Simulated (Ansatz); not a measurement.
# Deforming TaN

```
CELL_PARAMETERS angstrom
5.19600 0.00000 0.00000
-2.59800 4.49987 0.00000
0.00000 0.00000 2.91100
ATOMIC_POSITIONS crystal
Ta 0.33333 0.66667 0.50000
Ta 0.66667 0.33333 0.50000
Ta 0.00000 0.00000 0.00000
N 0.39285 0.00000 0.00000
N 0.60715 0.60715 0.00000
N 0.00000 0.39285 0.00000
```

Atom numbers follow the list: Ta1, Ta2, Ta3, N4, N5, N6.

The cell is COD entry 2106407, as deposited and not checked against the literature; nothing was relaxed.

No spin–orbit coupling, which matters for the heavy atoms here.

The calculation used DFT, PBE, all-electron LAPW, scalar-relativistic (Ansatz 0.2.0).

The runs use a Γ-centred 6×6×9 k mesh, Fermi–Dirac smearing of 0.01 eV, basis error target 1 meV/atom, no spin polarisation.

The unchanged cell is at 5.00 GPa.

In a metal, stresses and small energies carry noise from the k mesh.

x, y and z are the Cartesian axes of the cell as listed; fractional coordinates follow a strain, and an engineering shear is twice the off-diagonal strain component.

With equal xy, yz and zx engineering shear strains of -3 %: energy change +20 meV/atom; stress change (xx, yy, zz, yz, xz, xy) 1.06, 1.03, 0.48, 6.27, 6.26, 6.10 GPa, compression positive; change of the force on Ta3 (0.023, 0.407, -0.001) eV/Å.

**Question.** With this change (equal xy, yz and zx engineering shear strains of -1 %), what becomes of the energy and stress and forces?

**Answer.** Energy change +2 meV/atom; stress change (xx, yy, zz, yz, xz, xy) 0.20, 0.20, -0.12, 1.97, 1.98, 1.97 GPa, compression positive; change of the force on Ta3 (0.003, 0.131, 0.000) eV/Å.

**Question.** With this change (equal xy, yz and zx engineering shear strains of +2 %), what becomes of the energy and stress and forces?

**Answer.** Energy change +8 meV/atom; stress change (xx, yy, zz, yz, xz, xy) 0.59, 0.58, -0.07, -3.83, -3.81, -3.78 GPa, compression positive; change of the force on Ta3 (0.010, -0.268, -0.001) eV/Å.

**Question.** With this change (equal xy, yz and zx engineering shear strains of -2 %), what becomes of the energy and stress and forces?

**Answer.** Energy change +9 meV/atom; stress change (xx, yy, zz, yz, xz, xy) 0.56, 0.54, 0.03, 4.06, 4.08, 4.01 GPa, compression positive; change of the force on Ta3 (0.009, 0.269, 0.000) eV/Å.

With equal xy, yz and zx engineering shear strains of +1 %: energy change +2 meV/atom; stress change (xx, yy, zz, yz, xz, xy) 0.21, 0.20, -0.12, -1.92, -1.92, -1.92 GPa, compression positive; change of the force on Ta3 (0.003, -0.135, 0.000) eV/Å.

**Question.** With this change (equal xy, yz and zx engineering shear strains of +3 %), what becomes of the energy and stress and forces?

**Answer.** Energy change +18 meV/atom; stress change (xx, yy, zz, yz, xz, xy) 1.09, 1.06, 0.31, -5.73, -5.67, -5.57 GPa, compression positive; change of the force on Ta3 (0.024, -0.402, -0.001) eV/Å.
